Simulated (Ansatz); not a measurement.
Input of an Ansatz 0.2.0 run:

The input run.py:

```python
import json

import ase.io
import numpy as np
from ase.calculators.calculator import CalculationFailed, Calculator
from ase.stress import full_3x3_to_voigt_6_stress
from ase.units import GPa

import ansatz as az

class AnsatzCalculator(Calculator):
    implemented_properties = ["energy", "free_energy", "forces", "stress", "magmom"]

    def calculate(self, atoms, properties, system_changes):
        super().calculate(atoms, properties, system_changes)
        structure = atoms.copy()
        structure.set_constraint()
        structure.set_momenta(None)
        structure.set_masses(None)
        outcome = (
            az.Crystal.from_ase(structure)
            .symmetry(detect=False)
            .calculation()
            .basis(xc_grid=2, precision="f64")
            .kpoints(11, 11, 6)
            .functional("rpbe", dispersion="d4")
            .pseudopotentials(kind="paw", partial_waves="polarizable")
            .hubbard(projectors="atomic", double_counting="amf")
            .hubbard("Ru", "d", u_eff=6.0)
            .scf(tolerance=2e-10)
            .occupations(method="cold", width=0.05)
            .eigensolver(kind="davidson")
            .forces()
            .stress()
            .run(threads=2)
        )
        if not outcome.report["converged"]:
            raise CalculationFailed("SCF not converged")
        report = outcome.report
        self.results = {
            "free_energy": report["lagrangian_ev"],
            "energy": report["lagrangian_ev"],
            "forces": np.array(report["forces_ev_ang"]),
            "stress": -GPa * full_3x3_to_voigt_6_stress(report["stress_gpa"]),
            "magmom": report["magnetization_mub"],
        }

np.set_printoptions(precision=5, suppress=True, linewidth=110)
atoms = ase.io.read("Ru.xyz")
atoms.calc = AnsatzCalculator()
print(f"free energy {atoms.get_potential_energy():.6f} eV")
print("forces (eV/A)", atoms.get_forces(), sep="\n")
print("stress (GPa, Voigt, tension positive)", atoms.get_stress() / GPa, sep="\n")
print(f"moment {atoms.get_magnetic_moment():.4f} muB")
```

File Ru.xyz:

```xyz
2
Lattice="2.7058000000 0.0000000000 0.0000000000 -1.3529000000 2.3432915376 0.0000000000 0.0000000000 0.0000000000 4.2819000000" Properties=species:S:1:pos:R:3 pbc="T T T"
Ru     1.3529000001      0.7810971791      3.2114250000
Ru    -0.0000000001      1.5621943585      1.0704750000
```

Potentials or basis: Ansatz PAW polarizable.

Run with:

```console
$ python run.py
```

Question: Estimate the pressure.

Answer: -2.2 GPa.

Eigenvalues of the final occupation matrices:
```tsv
site	spin	trace	eigenvalues
site 1	1	4.00	0.79 0.80 0.80 0.81 0.81
site 2	1	4.00	0.79 0.80 0.80 0.81 0.81
```

Caveat: the potentials were made for another functional, which shifts forces and pressure; the U is typed as a test and isn't derived for this compound.
